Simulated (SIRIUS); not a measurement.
## BaTiO3: equation of state with LDA

BaTiO3:

```xyz
5
Lattice="4.0060 0.0000 0.0000 0.0000 4.0060 0.0000 0.0000 0.0000 4.0060" Properties=species:S:1:pos:R:3 pbc="T T T"
Ba    2.0030    2.0030    2.0030
Ti    0.0000    0.0000    0.0000
O     0.0000    0.0000    2.0030
O     0.0000    2.0030    0.0000
O     2.0030    0.0000    0.0000
```

```json
{
  "Program": "SIRIUS 7.12.0",
  "Task": "equation of state",
  "Functional": "LDA",
  "Potentials or basis": "all-electron FP-LAPW",
  "Cutoff": "331 eV",
  "Basis": "apw+lo standard",
  "k mesh": "7 × 7 × 7",
  "Occupations": "fermi-dirac, width 0.05 eV",
  "Spin": "no spin polarisation",
  "Muffin tin radii": "Ba 2.32, O 1.46, Ti 2.19 bohr",
  "Basis cutoff (gk_cutoff)": "4.93 1/bohr",
  "Cutoff of density and potential (pw_cutoff)": "26 1/bohr",
  "lmax of the basis": "13",
  "lmax of density and potential": "8",
  "Valence relativity": "iora",
  "Core states": "Ba 1s2s2p3s3p3d4s, O 1s, Ti 1s2s2p",
  "Local orbitals (radial functions)": "Ba 15, O 10, Ti 13",
  "Smallest sphere radius times basis cutoff": "7.2"
}
```

```json
{"Equilibrium volume": "12.18 Å³/atom", "Bulk modulus": "191 GPa", "Pressure derivative of the bulk modulus": "4.1"}
```

Energy against volume, from the lowest point:
| volume (Å³/atom) | energy (meV/atom) |
| --- | --- |
| 12.086 | 0.00 |
| 12.343 | 0.98 |
| 12.601 | 7.84 |
| 12.858 | 20.29 |
| 13.115 | 37.51 |
| 13.372 | 59.12 |
| 13.629 | 84.64 |

All runs of the series together: 67 min on 2 threads of Intel(R) Xeon(R) Processor @ 2.50GHz (Skylake/Cascade Lake), on a shared host.

Spin-orbit coupling is left out, which matters for the levels of Ba. LDA usually gives volumes a few per cent too small.
